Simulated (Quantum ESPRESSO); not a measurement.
# NiO (F-43m) in Quantum ESPRESSO: reference runs

Reference runs on NiO: the cell as given and a disturbed copy.

All numbers are computed with Quantum ESPRESSO 7.5; they aren't measurements. Logs are shortened: lines on timing, memory, paths and dates and some standing lists are left out, and cuts for length are marked.

**1. The crystal as given**

It takes space group F-43m (No. 216, cubic). Conventional cell: a = 4.124 Å, b = 4.124 Å, c = 4.124 Å, α = 90.00°, β = 90.00°, γ = 90.00°. Around Ni (site symmetry -43m) lie 4 O at 1.79 Å. O (site symmetry -43m) is surrounded by 4 Ni at 1.79 Å.

The cell was built by a generator and needn't be a form met in nature.

**2. Single point, PBE, collinear spin, ferromagnetic start**

File pw.in:

```
&CONTROL
  calculation = 'scf'
  prefix = 'pwscf'
  outdir = './tmp'
  pseudo_dir = './pseudo'
  tprnfor = .true.
  tstress = .true.
  disk_io = 'low'
/
&SYSTEM
  ibrav = 0
  nat = 2
  ntyp = 2
  ecutwfc = 55
  ecutrho = 440
  nbnd = 22
  occupations = 'smearing'
  smearing = 'fd'
  degauss = 0.00367493
  nspin = 2
  starting_magnetization(1) = 0.0556
  starting_magnetization(2) = 0
/
&ELECTRONS
  conv_thr = 4d-10
  electron_maxstep = 120
  mixing_beta = 0.3
/
ATOMIC_SPECIES
Ni    58.6934 ni_pbe_v1.4.uspp.F.UPF
O     15.9990 O.pbe-n-kjpaw_psl.0.1.UPF
CELL_PARAMETERS angstrom
   0.0000000000    2.0621708800    2.0621708800
   2.0621708800    0.0000000000    2.0621708800
   2.0621708800    2.0621708800    0.0000000000
ATOMIC_POSITIONS crystal
Ni     0.0000000000    0.0000000000    0.0000000000
O      0.7500000000    0.7500000000    0.7500000000
K_POINTS automatic
11 11 11 0 0 0
```

File pp_density.in:

```
&INPUTPP
  prefix = 'pwscf'
  outdir = './tmp'
  filplot = 'density.dat'
  plot_num = 0
/
&PLOT
  nfile = 1
  filepp(1) = 'density.dat'
  iflag = 3
  output_format = 6
  fileout = 'density.cube'
/
```

File pp_potential.in:

```
&INPUTPP
  prefix = 'pwscf'
  outdir = './tmp'
  filplot = 'potential.dat'
  plot_num = 11
/
&PLOT
  nfile = 1
  filepp(1) = 'potential.dat'
  iflag = 3
  output_format = 6
  fileout = 'potential.cube'
/
```

File pp_spin.in:

```
&INPUTPP
  prefix = 'pwscf'
  outdir = './tmp'
  filplot = 'spin.dat'
  plot_num = 6
/
&PLOT
  nfile = 1
  filepp(1) = 'spin.dat'
  iflag = 3
  output_format = 6
  fileout = 'spin.cube'
/
```

Potentials or basis: SSSP 1.3 efficiency PBE.

Started as:

```
OMP_NUM_THREADS=1 pw.x -in pw.in > pw.out
OMP_NUM_THREADS=1 pp.x -in pp_density.in > pp_density.out
OMP_NUM_THREADS=1 pp.x -in pp_potential.in > pp_potential.out
OMP_NUM_THREADS=1 pp.x -in pp_spin.in > pp_spin.out
```

pw.out:

```text
This program is part of the open-source Quantum ESPRESSO suite
     for quantum simulation of materials; please cite
         "P. Giannozzi et al., J. Phys.:Condens. Matter 21 395502 (2009);
         "P. Giannozzi et al., J. Phys.:Condens. Matter 29 465901 (2017);
         "P. Giannozzi et al., J. Chem. Phys. 152 154105 (2020);
     in publications or presentations arising from this work. More details at

     file O.pbe-n-kjpaw_psl.0.1.UPF: wavefunction(s)  2P renormalized
     Message from routine setup:
     using ibrav=0 with symmetry is DISCOURAGED, use correct ibrav instead

     G-vector sticks info
     --------------------
     sticks:   dense  smooth     PW     G-vecs:    dense   smooth      PW
     Sum         925     451    151                18499     6423    1243

     Using Slab Decomposition

     bravais-lattice index     =            0
     lattice parameter (alat)  =       5.5111  a.u.
     unit-cell volume          =     118.3588 (a.u.)^3
     number of atoms/cell      =            2
     number of atomic types    =            2
     number of electrons       =        24.00
     number of Kohn-Sham states=           22
     kinetic-energy cutoff     =      55.0000  Ry
     charge density cutoff     =     440.0000  Ry
     scf convergence threshold =      4.0E-10
     mixing beta               =       0.3000
     number of iterations used =            8  plain     mixing
     Exchange-correlation= SLA  PW   PBX  PBC
                           (   1   4   3   4   0   0   0)

     celldm(1)=   5.511103  celldm(2)=   0.000000  celldm(3)=   0.000000
     celldm(4)=   0.000000  celldm(5)=   0.000000  celldm(6)=   0.000000

     crystal axes: (cart. coord. in units of alat)
               a(1) = (   0.000000   0.707107   0.707107 )
               a(2) = (   0.707107   0.000000   0.707107 )
               a(3) = (   0.707107   0.707107   0.000000 )

     reciprocal axes: (cart. coord. in units 2 pi/alat)
               b(1) = ( -0.707107  0.707107  0.707107 )
               b(2) = (  0.707107 -0.707107  0.707107 )
               b(3) = (  0.707107  0.707107 -0.707107 )

     PseudoPot. # 1 for Ni read from file:
     ni_pbe_v1.4.uspp.F.UPF
     Pseudo is Ultrasoft + core correction, Zval = 18.0
     Generated by new atomic code, or converted to UPF format
     Using radial grid of  865 points,  6 beta functions with:
                l(1) =   0
                l(2) =   0
                l(3) =   1
                l(4) =   1
                l(5) =   2
                l(6) =   2
     Q(r) pseudized with 10 coefficients,  rinner =    0.980   0.980   0.980
                                                       0.980   0.980

     PseudoPot. # 2 for O  read from file:
     O.pbe-n-kjpaw_psl.0.1.UPF
     Pseudo is Projector augmented-wave + core cor, Zval =  6.0
     Generated using "atomic" code by A. Dal Corso  v.5.0.99 svn rev. 10869
     Shape of augmentation charge: BESSEL
     Using radial grid of 1095 points,  4 beta functions with:
                l(1) =   0
                l(2) =   0
                l(3) =   1
                l(4) =   1
     Q(r) pseudized with 0 coefficients

     atomic species   valence    mass     pseudopotential
     Ni               18.00    58.69340     Ni( 1.00)
     O                 6.00    15.99900     O ( 1.00)

     Starting magnetic structure
     atomic species   magnetization
     Ni              0.056
     O               0.000

     24 Sym. Ops. (no inversion) found

   Cartesian axes

     site n.     atom                  positions (alat units)
         1        Ni     tau(   1) = (   0.0000000   0.0000000   0.0000000  )
         2        O      tau(   2) = (   1.0606602   1.0606602   1.0606602  )

     number of k points=    56  Fermi-Dirac smearing, width (Ry)=  0.0037
                       cart. coord. in units 2pi/alat
        k(    1) = (   0.0000000   0.0000000   0.0000000), wk =   0.0007513
        k(    2) = (   0.0642824   0.0642824  -0.0642824), wk =   0.0060105
        k(    3) = (   0.1285649   0.1285649  -0.1285649), wk =   0.0060105
        k(    4) = (   0.1928473   0.1928473  -0.1928473), wk =   0.0060105
        k(    5) = (   0.2571297   0.2571297  -0.2571297), wk =   0.0060105
        k(    6) = (   0.3214122   0.3214122  -0.3214122), wk =   0.0060105
[... 48 lines left out ...]
        k(   55) = (  -0.0642824  -0.4499770   0.7071068), wk =   0.0180316
        k(   56) = (   0.0000000  -0.3856946   0.6428243), wk =   0.0180316

     Dense  grid:    18499 G-vectors     FFT dimensions: (  40,  40,  40)

     Smooth grid:     6423 G-vectors     FFT dimensions: (  25,  25,  25)

     Check: negative core charge=   -0.000011
     Generating pointlists ...
     new r_m :   0.2526 (alat units)  1.3921 (a.u.) for type    1
     new r_m :   0.2526 (alat units)  1.3921 (a.u.) for type    2

     Initial potential from superposition of free atoms

     starting charge      22.0000, renormalised to      24.0000
     Starting wfcs are   17 randomized atomic wfcs +    5 random wfcs

     Self-consistent Calculation

     iteration #  1     ecut=    55.00 Ry     beta= 0.30
     Davidson diagonalization with overlap
     ethr =  1.00E-02,  avg # of iterations =  5.9

     total energy              =    -375.27409950 Ry
     estimated scf accuracy    <      32.52030799 Ry

     total magnetization       =     0.29 Bohr mag/cell
     absolute magnetization    =     0.35 Bohr mag/cell

     iteration #  2     ecut=    55.00 Ry     beta= 0.30
     Davidson diagonalization with overlap
     ethr =  1.00E-02,  avg # of iterations =  3.0

     total energy              =    -383.74374468 Ry
     estimated scf accuracy    <      10.15542567 Ry

     total magnetization       =     0.08 Bohr mag/cell
     absolute magnetization    =     0.09 Bohr mag/cell

     iteration #  3     ecut=    55.00 Ry     beta= 0.30
     Davidson diagonalization with overlap
     ethr =  1.00E-02,  avg # of iterations =  2.0

     total energy              =    -384.81778207 Ry
     estimated scf accuracy    <       0.12430664 Ry

     total magnetization       =     0.60 Bohr mag/cell
     absolute magnetization    =     0.60 Bohr mag/cell

     iteration #  4     ecut=    55.00 Ry     beta= 0.30
     Davidson diagonalization with overlap
     ethr =  5.18E-04,  avg # of iterations =  1.5

     total energy              =    -384.82859596 Ry
     estimated scf accuracy    <       0.01709346 Ry

     total magnetization       =     0.71 Bohr mag/cell
     absolute magnetization    =     0.71 Bohr mag/cell

     iteration #  5     ecut=    55.00 Ry     beta= 0.30
     Davidson diagonalization with overlap
     ethr =  7.12E-05,  avg # of iterations =  1.9

     total energy              =    -384.82681057 Ry
     estimated scf accuracy    <       0.00892977 Ry

     total magnetization       =     0.74 Bohr mag/cell
     absolute magnetization    =     0.74 Bohr mag/cell

     iteration #  6     ecut=    55.00 Ry     beta= 0.30
     Davidson diagonalization with overlap
     ethr =  3.72E-05,  avg # of iterations =  2.2

     total energy              =    -384.82973378 Ry
     estimated scf accuracy    <       0.00443513 Ry

     total magnetization       =     0.83 Bohr mag/cell
     absolute magnetization    =     0.84 Bohr mag/cell

     iteration #  7     ecut=    55.00 Ry     beta= 0.30
     Davidson diagonalization with overlap
     ethr =  1.85E-05,  avg # of iterations =  1.0

     total energy              =    -384.82965922 Ry
     estimated scf accuracy    <       0.00212499 Ry

     total magnetization       =     0.84 Bohr mag/cell
     absolute magnetization    =     0.84 Bohr mag/cell

     iteration #  8     ecut=    55.00 Ry     beta= 0.30
     Davidson diagonalization with overlap
     ethr =  8.85E-06,  avg # of iterations =  1.6

     total energy              =    -384.82984198 Ry
     estimated scf accuracy    <       0.00101500 Ry

     total magnetization       =     0.87 Bohr mag/cell
     absolute magnetization    =     0.88 Bohr mag/cell

     iteration #  9     ecut=    55.00 Ry     beta= 0.30
     Davidson diagonalization with overlap
     ethr =  4.23E-06,  avg # of iterations =  1.1

     total energy              =    -384.82973463 Ry
     estimated scf accuracy    <       0.00129768 Ry

     total magnetization       =     0.93 Bohr mag/cell
     absolute magnetization    =     0.94 Bohr mag/cell

     iteration # 10     ecut=    55.00 Ry     beta= 0.30
     Davidson diagonalization with overlap
     ethr =  4.23E-06,  avg # of iterations =  1.0

     total energy              =    -384.82985612 Ry
     estimated scf accuracy    <       0.00105216 Ry

     total magnetization       =     1.06 Bohr mag/cell
     absolute magnetization    =     1.08 Bohr mag/cell

     iteration # 11     ecut=    55.00 Ry     beta= 0.30
     Davidson diagonalization with overlap
     ethr =  4.23E-06,  avg # of iterations =  1.0

     total energy              =    -384.82997231 Ry
     estimated scf accuracy    <       0.00008901 Ry

     total magnetization       =     1.12 Bohr mag/cell
     absolute magnetization    =     1.13 Bohr mag/cell

     iteration # 12     ecut=    55.00 Ry     beta= 0.30
     Davidson diagonalization with overlap
     ethr =  3.71E-07,  avg # of iterations =  1.5

     total energy              =    -384.83000855 Ry
     estimated scf accuracy    <       0.00000039 Ry

     total magnetization       =     1.15 Bohr mag/cell
     absolute magnetization    =     1.16 Bohr mag/cell

     iteration # 13     ecut=    55.00 Ry     beta= 0.30
     Davidson diagonalization with overlap
     ethr =  1.63E-09,  avg # of iterations =  2.0

     total energy              =    -384.83000880 Ry
     estimated scf accuracy    <       0.00000036 Ry

     total magnetization       =     1.15 Bohr mag/cell
     absolute magnetization    =     1.16 Bohr mag/cell

     iteration # 14     ecut=    55.00 Ry     beta= 0.30
     Davidson diagonalization with overlap
     ethr =  1.48E-09,  avg # of iterations =  1.1

     total energy              =    -384.83000887 Ry
     estimated scf accuracy    <          9.6E-09 Ry

     total magnetization       =     1.15 Bohr mag/cell
     absolute magnetization    =     1.17 Bohr mag/cell

     iteration # 15     ecut=    55.00 Ry     beta= 0.30
     Davidson diagonalization with overlap
     ethr =  4.00E-11,  avg # of iterations =  2.0

     total energy              =    -384.83000896 Ry
     estimated scf accuracy    <          1.1E-09 Ry

     total magnetization       =     1.15 Bohr mag/cell
     absolute magnetization    =     1.16 Bohr mag/cell

     iteration # 16     ecut=    55.00 Ry     beta= 0.30
     Davidson diagonalization with overlap
     ethr =  4.77E-12,  avg # of iterations =  1.5

     Magnetic moment per site  (integrated on atomic sphere of radius R)
     atom   1 (R=0.253)  charge= 14.9509  magn=  0.8672
     atom   2 (R=0.253)  charge=  5.0667  magn=  0.2089

     End of self-consistent calculation

     Number of k-points >= 100: set verbosity='high' to print the bands.

     the Fermi energy is    15.6433 ev

!    total energy              =    -384.83000899 Ry
     estimated scf accuracy    <          1.7E-10 Ry
     smearing contrib. (-TS)   =      -0.00114968 Ry
     internal energy E=F+TS    =    -384.82885931 Ry

     The total energy is F=E-TS. E is the sum of the following terms:
     one-electron contribution =    -226.79811380 Ry
     hartree contribution      =     128.68349254 Ry
     xc contribution           =     -43.20242715 Ry
     ewald contribution        =    -234.00018546 Ry
     one-center paw contrib.   =      -9.51162544 Ry

     total magnetization       =     1.15 Bohr mag/cell
     absolute magnetization    =     1.16 Bohr mag/cell

     convergence has been achieved in  16 iterations

     Forces acting on atoms (cartesian axes, Ry/au):

     atom    1 type  1   force =     0.00000000    0.00000000    0.00000000
     atom    2 type  2   force =     0.00000000    0.00000000    0.00000000

     Total force =     0.000000     Total SCF correction =     0.000000

     Computing stress (Cartesian axis) and pressure

          total   stress  (Ry/bohr**3)                   (kbar)     P=      608.08
   0.00413363  -0.00000000  -0.00000000          608.08       -0.00       -0.00
  -0.00000000   0.00413363  -0.00000000           -0.00      608.08       -0.00
  -0.00000000  -0.00000000   0.00413363           -0.00       -0.00      608.08

=------------------------------------------------------------------------------=
   JOB DONE.
=------------------------------------------------------------------------------=
```

Wall time 37 s (1 thread of Arm Neoverse V2, shared host); peak memory 0.14 GiB.

Results:

* Free energy: -5235.8790 eV
* Pressure: 60.8 GPa
* Band gap on the k mesh: none (metal or under the smearing width)
* Net moment: 1.15 μB per cell
* Absolute moment: 1.16 μB per cell
* Site moments: Ni +0.87; O +0.21 μB
* Valence electrons inside the program's atomic spheres: Ni 14.95; O 5.07

Caveat: a pressure of tens of GPa on the cell as given is suspect, and the run, the potentials or the cell itself is likely at fault; a cell with one magnetic atom can't hold antiferromagnetic order, which such compounds often take; semilocal functionals often make such compounds metallic where correlation or magnetic order opens a gap, which also shifts bond lengths. With open d or f shells a metallic result of PBE can be an artefact of self-interaction; +U or a hybrid may open a gap.

**3. Single point, PBE, collinear spin, ferromagnetic start (atoms moved at random, drawn with an rms of 0.05 Å)**

Edit pw.in of step 2 so:

```diff
@@ -7,3 +7,3 @@
   tstress = .true.
-  disk_io = 'low'
+  disk_io = 'nowf'
 /
@@ -36,4 +36,4 @@
 ATOMIC_POSITIONS crystal
-Ni     0.0000000000    0.0000000000    0.0000000000
-O      0.7500000000    0.7500000000    0.7500000000
+Ni     0.0013620000    0.0062230000   -0.0201010000
+O      0.7403090000    0.7699860000    0.7353480000
 K_POINTS automatic
```

Potentials or basis: SSSP 1.3 efficiency PBE.

Started as:

```
OMP_NUM_THREADS=1 pw.x -in pw.in > pw.out
```

pw.out:

```text
This program is part of the open-source Quantum ESPRESSO suite
     for quantum simulation of materials; please cite
         "P. Giannozzi et al., J. Phys.:Condens. Matter 21 395502 (2009);
         "P. Giannozzi et al., J. Phys.:Condens. Matter 29 465901 (2017);
         "P. Giannozzi et al., J. Chem. Phys. 152 154105 (2020);
     in publications or presentations arising from this work. More details at

     file O.pbe-n-kjpaw_psl.0.1.UPF: wavefunction(s)  2P renormalized

     G-vector sticks info
     --------------------
     sticks:   dense  smooth     PW     G-vecs:    dense   smooth      PW
     Sum         925     451    151                18499     6423    1243

     Using Slab Decomposition

     bravais-lattice index     =            0
     lattice parameter (alat)  =       5.5111  a.u.
     unit-cell volume          =     118.3588 (a.u.)^3
[... 251 lines left out ...]

     Magnetic moment per site  (integrated on atomic sphere of radius R)
     atom   1 (R=0.249)  charge= 14.8611  magn=  0.8465
     atom   2 (R=0.249)  charge=  4.9872  magn=  0.2036

     End of self-consistent calculation

     Number of k-points >= 100: set verbosity='high' to print the bands.

     the Fermi energy is    15.6443 ev

!    total energy              =    -384.82895956 Ry
     estimated scf accuracy    <          1.1E-10 Ry
     smearing contrib. (-TS)   =      -0.00114822 Ry
     internal energy E=F+TS    =    -384.82781134 Ry

     The total energy is F=E-TS. E is the sum of the following terms:
     one-electron contribution =    -226.84179079 Ry
     hartree contribution      =     128.70489691 Ry
     xc contribution           =     -43.20235269 Ry
     ewald contribution        =    -233.97683883 Ry
     one-center paw contrib.   =      -9.51172594 Ry

     total magnetization       =     1.13 Bohr mag/cell
     absolute magnetization    =     1.14 Bohr mag/cell

     convergence has been achieved in  17 iterations

     Forces acting on atoms (cartesian axes, Ry/au):

     atom    1 type  1   force =     0.02577307   -0.00673005    0.00203096
     atom    2 type  2   force =    -0.02577307    0.00673005   -0.00203096

     Total force =     0.037780     Total SCF correction =     0.000021

     Computing stress (Cartesian axis) and pressure

          total   stress  (Ry/bohr**3)                   (kbar)     P=      610.52
   0.00413563   0.00005568  -0.00014326          608.37        8.19      -21.07
   0.00005568   0.00415669   0.00051511            8.19      611.47       75.77
  -0.00014326   0.00051511   0.00415831          -21.07       75.77      611.71

=------------------------------------------------------------------------------=
   JOB DONE.
=------------------------------------------------------------------------------=
```

It took 6.4 min on 1 thread of Arm Neoverse V2, shared host; peak memory 0.49 GiB.

Results:

| Quantity | Value |
| --- | --- |
| Free energy | -5235.8647 eV |
| Pressure | 61.1 GPa |
| Largest force | 0.687 eV/Å |
| Band gap on the k mesh | none (metal or under the smearing width) |
| Net moment | 1.13 μB per cell |
| Absolute moment | 1.14 μB per cell |
| Site moments | Ni +0.85; O +0.20 μB |
| Valence electrons inside the program's atomic spheres | Ni 14.86; O 4.99 |

Forces on the atoms (eV/Å):
```
Ni   0.663 -0.173  0.052
O   -0.663  0.173 -0.052
```

Levels at points of the mesh, in eV from the Fermi level:
Spin up:
```csv
k point,band 10,band 11,band 12,band 13,band 14,band 15,band 16,band 17
"(0.00, 0.00, 0.00)",-2.81,0.62,0.85,1.05,1.09,16.03,16.04,16.06
```
Spin down:
```csv
k point,band 8,band 9,band 10,band 11,band 12,band 13,band 14,band 15
"(0.00, 0.00, 0.00)",-7.07,-2.00,-2.00,0.90,1.80,1.97,2.04,16.19
```

Caveat: the cell as given lies far from equilibrium; a cell with one magnetic atom can't hold antiferromagnetic order, which such compounds often take; semilocal functionals often make such compounds metallic where correlation or magnetic order opens a gap, which also shifts bond lengths.
